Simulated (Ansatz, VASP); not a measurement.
SrTiO3 in VASP and in Ansatz

```
Sr Ti O
1.0
     3.84897    0.00000    0.00000
     0.00000    3.84897    0.00000
     0.00000    0.00000    3.84897
Sr Ti O
1 1 3
Direct
  0.00000 0.00000 0.00000
  0.50000 0.50000 0.50000
  0.50000 0.00000 0.50000
  0.50000 0.50000 0.00000
  0.00000 0.50000 0.50000
```

Alike in both runs: functional PBE; k mesh 8 × 8 × 8; occupations gaussian, width 0.02 eV; no spin polarisation; Hubbard terms Ti d U = 4.0 eV.

Ansatz relaxed the structure, and its values are those at the end. VASP's run is a single point on that final structure, the one shown.

|  | VASP | Ansatz |
| --- | --- | --- |
| version | VASP 6.6.1 | Ansatz 0.2.0 |
| potentials or method | VASP PAW PBE potentials, release 64 (Sr_sv, Ti_sv, O) | scalar-relativistic, plane waves, PAW |
| plane-wave cutoff (eV) | 520 | 420 |
| valence electrons in the cell | 40 | 40 |

VASP gave:

* gap on the k mesh at the Fermi level (eV): 2.48
* least direct gap on the mesh (eV): 2.87
* pressure (GPa): 18.4

Problem. Which values does Ansatz return?

Solution. gap on the k mesh at the Fermi level (eV): 2.48; least direct gap on the mesh (eV): 2.86; pressure (GPa): 15.0.

The programs project onto different local orbitals, so the same U acts differently.

A k mesh can miss the band edges.
